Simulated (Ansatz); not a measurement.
# MgB2 under changes of volume

One of the cells (9.679 Å³/atom); the others are scaled copies at fixed shape and fractional positions:

```
CELL_PARAMETERS angstrom
3.08500 0.00000 0.00000
-1.54250 2.67169 0.00000
0.00000 0.00000 3.52300
ATOMIC_POSITIONS crystal
Mg 0.00000 0.00000 0.00000
B 0.66667 0.33333 0.50000
B 0.33333 0.66667 0.50000
```

```yaml
Program: Ansatz 0.2.0
Functional: r2SCAN
Potentials_or_basis: Ansatz PAW
Cutoff: "500 eV (not typed: the program's choice for these potentials)"
k_mesh: 10 × 10 × 8
Occupations: fermi-dirac, width 0.05 eV
Spin: no spin polarisation
```

```csv
volume (Å³/atom),energy over the lowest point (meV/atom),pressure (GPa)
9.098,?,?
9.292,3.31,4.5
9.485,0.00,1.0
9.679,0.66,-2.1
9.873,4.93,-5.0
10.066,12.50,-7.6
10.260,23.07,-9.9
```

**Question.** What does the run at 9.098 Å³/atom give?

**Answer.** Energy over the lowest point 10.97 meV/atom; pressure 8.2 GPa.

Worked out: A Birch-Murnaghan fit of order 3 (a polynomial in V^(-2/3)) to the other rows has its minimum at 9.55 Å³/atom with B0 = V·E''(V) = 157 GPa and B' = 3.7 at fixed shape and positions, which overstates the stiffness. It gives 11.02 meV/atom at 9.098 Å³/atom, against the run's 10.97, and -dE/dV = 8.3 GPa, against 8.2.

Energies are extrapolated to zero smearing.

Caveats: the PAW data sets come from PBE, with cores solved anew for the run's functional, which leaves a small shift of forces and pressure.
